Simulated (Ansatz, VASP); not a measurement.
**PbS (Galena) in VASP and in Ansatz**

The input INCAR:

```
  PREC = Accurate
  ENCUT = 520
  EDIFF = 1E-6
  ISMEAR = -1
  SIGMA = 0.05
  LREAL = False
  LASPH = True
  NELM = 100
  ALGO = Normal
  ISIF = 2
  LWAVE = False
  LCHARG = True
  GGA = B5
  ALDAX = 1.0
  AGGAX = 1.0
  AGGAC = 1.0
  ALDAC = 0.0
  LELF = True
  LVHAR = True
  NBANDS = 17
```

The input KPOINTS:

```
Automatic mesh
0
Gamma
  8 8 8
```

The input POSCAR:

```
PbS
1.0
    0.0000000000      2.9657500000      2.9657500000
    2.9657500000      0.0000000000      2.9657500000
    2.9657500000      2.9657500000      0.0000000000
Pb S
1 1
Direct
    0.0000000000      0.0000000000      0.0000000000
    0.5000000000      0.5000000000      0.5000000000
```

Contents of input.yaml:

```yaml
crystal:
  lattice:
    - [0.0, 2.96575, 2.96575]
    - [2.96575, 0.0, 2.96575]
    - [2.96575, 2.96575, 0.0]
  atoms:
    - { symbol: Pb, position: [0.0, 0.0, 0.0] }
    - { symbol: S, position: [0.5, 0.5, 0.5] }
kpoints:
  mp_grid: { grid: [8, 8, 8] }
  band_path:
    path:
      - [0.0, 0.0, 0.0]
      - [0.5, 0.0, 0.5]
      - [0.5, 0.25, 0.75]
      - [0.375, 0.375, 0.75]
      - [0.0, 0.0, 0.0]
      - [0.5, 0.5, 0.5]
      - [0.625, 0.25, 0.625]
      - [0.5, 0.25, 0.75]
    npoints: 8
scf:
  occupations: { method: fermi_dirac, width: 0.05 }
hamiltonian:
  xc: blyp
  pseudopotentials: { kind: all_electron, lapw: { basis_error: 0.001 } }
output:
  forces: true
  stress: true
  eigenvalues: true
```

Alike in both runs: functional BLYP; k mesh 8 × 8 × 8; occupations fermi-dirac, width 0.05 eV; no spin polarisation.

```csv
,VASP,Ansatz
version,VASP 6.6.1,Ansatz 0.2.0
potentials or method,"VASP PAW PBE potentials, release 64 (Pb_d, S)","all-electron LAPW, scalar-relativistic"
plane-wave cutoff (eV),520,see its input
task,single point,band structure
```

```csv
,VASP,Ansatz,Ansatz less VASP
gap on the k mesh at the Fermi level (eV),0.48,0.50,+0.016
least direct gap on the mesh (eV),0.48,0.50,+0.016
pressure (GPa),6.0,5.9,-0.06
```

Ansatz ran all-electron here, so the differences hold the error of VASP's frozen core and of both bases.

Caveats: spin-orbit coupling is left out, which as a rule narrows the gap of such compounds by several tenths of an eV; the PAW data sets were made with another functional, which shifts forces and pressure a little (VASP).
